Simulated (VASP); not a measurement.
Input of a VASP 6.6.1 run:

File INCAR:

```
SYSTEM = Si
ALGO = Normal ; EDIFF = 1E-7
EDIFFG = -0.01 ; ENCUT = 600
GGA = PE ; IBRION = 2
ISIF = 4 ; ISMEAR = 1
LASPH = .True. ; LCHARG = .False.
LREAL = .False. ; LWAVE = .False.
NELM = 80 ; NSW = 40
PREC = Accurate ; SIGMA = 0.1
```

File KPOINTS:

```
k-points
0
Gamma
  18 18 8
  0 0 0
```

File POSCAR:

```
Si                                      
1.0
    2.7099257594      0.0000000000      0.0000000000
   -1.3549628797      2.3468645500      0.0000000000
    0.0000000000      0.0000000000      4.5927713565
  Si            
     2
Direct
     0.3333333300000021    0.6666666699999979    0.2500000000000000
     0.6666666699999979    0.3333333300000021    0.7500000000000000
```

Potentials or basis: VASP PAW PBE potentials, release 64 (Si).

Launch:

```sh
$ cat potpaw_PBE.64/Si/POTCAR > POTCAR
$ mpirun -np 1 vasp_std > vasp.out
```

**Question.** Estimate the band gap on the k mesh.

**Answer.** None (metal or under the smearing width).

Final structure:
```cif
data_structure
_symmetry_space_group_name_H-M 'P 1'
_symmetry_Int_Tables_number 1
_cell_length_a 2.7099
_cell_length_b 2.7099
_cell_length_c 4.5928
_cell_angle_alpha 90.000
_cell_angle_beta 90.000
_cell_angle_gamma 120.000
_cell_volume 29.21
loop_
_atom_site_label
_atom_site_type_symbol
_atom_site_fract_x
_atom_site_fract_y
_atom_site_fract_z
_atom_site_occupancy
Si1 Si 0.33333 0.66667 0.25000 1
Si2 Si 0.66667 0.33333 0.75000 1
```

Caveat: the relaxation stopped at its first step, so nothing moved.
